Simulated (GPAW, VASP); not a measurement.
This is a calculation of GaAs for VASP 6.6.1. 

The input INCAR:

```
  ALGO = Fast
  EDIFF = 1E-7
  ENCUT = 520
  GGA = PE
  ISIF = 2
  ISMEAR = 0
  LASPH = True
  LCHARG = True
  LELF = True
  LREAL = False
  LVHAR = True
  LWAVE = False
  NELM = 60
  PREC = Accurate
  SIGMA = 0.014
```

File KPOINTS:

```
k-points
0
Gamma
  8 8 8
```

File POSCAR:

```
GaAs
1.0
    0.0000000000      2.8268500000      2.8268500000
    2.8268500000      0.0000000000      2.8268500000
    2.8268500000      2.8268500000      0.0000000000
As Ga
1 1
Direct
    0.7500000000      0.7500000000      0.7500000000
    0.0000000000      0.0000000000      0.0000000000
```

Potentials or basis: VASP PAW PBE potentials, release 64 (As, Ga_d).

The run is started by

```sh
$ cat potpaw_PBE.64/As/POTCAR potpaw_PBE.64/Ga_d/POTCAR > POTCAR
$ mpirun -np 1 vasp_std > vasp.out
```

Q: Set up the same calculation for GPAW 26.7.0 (ASE script). Potentials or basis there: GPAW PAW data sets (gpaw-data 1.2.1), cutoff 600 eV.

A: As run (cutoffs and basis follow the program's own potentials, and thresholds, step limits or extra output files can differ):

Contents of run.py:

```python
from ase.dft.bandgap import bandgap
from ase.io import read, write
from ase.units import GPa
from gpaw import GPAW, PW

atoms = read('POSCAR')

calc = GPAW(mode=PW(600),
            xc='PBE',
            kpts={'size': (8, 8, 8), 'gamma': True},
            occupations={'name': 'methfessel-paxton', 'order': 0, 'width': 0.014},
            nbands=11,
            convergence={'density': 1e-05, 'energy': 1e-05},
            maxiter=150,
            txt='gpaw.txt')
atoms.calc = calc
energy = atoms.get_potential_energy()
forces = atoms.get_forces()
stress = atoms.get_stress()
calc.write('gs.gpw')
write('result.traj', atoms)
print(f'Energy: {energy:.6f} eV')
print('Forces (eV/A):')
print(forces.round(4))
print('Stress (GPa):', (stress / GPa).round(3))
print('Fermi level:', round(calc.get_fermi_level(), 4), 'eV')
print(f'Gap: {bandgap(calc)[0]:.4f} eV, direct: {bandgap(calc, direct=True)[0]:.4f} eV')
```

The input POSCAR:

```
GaAs
1.0
    0.0000000000      2.8268500000      2.8268500000
    2.8268500000      0.0000000000      2.8268500000
    2.8268500000      2.8268500000      0.0000000000
As Ga
1 1
Direct
    0.7500000000      0.7500000000      0.7500000000
    0.0000000000      0.0000000000      0.0000000000
```

Potentials or basis: GPAW PAW data sets (gpaw-data 1.2.1), pw.

Command:

```sh
$ OMP_NUM_THREADS=1 python run.py
```

Both were run:

|  | VASP | GPAW |
| --- | --- | --- |
| Pressure | 3.5 GPa | 4.3 GPa |

The potentials hold 18 and 8 valence electrons a cell.

Pressure is positive in compression.
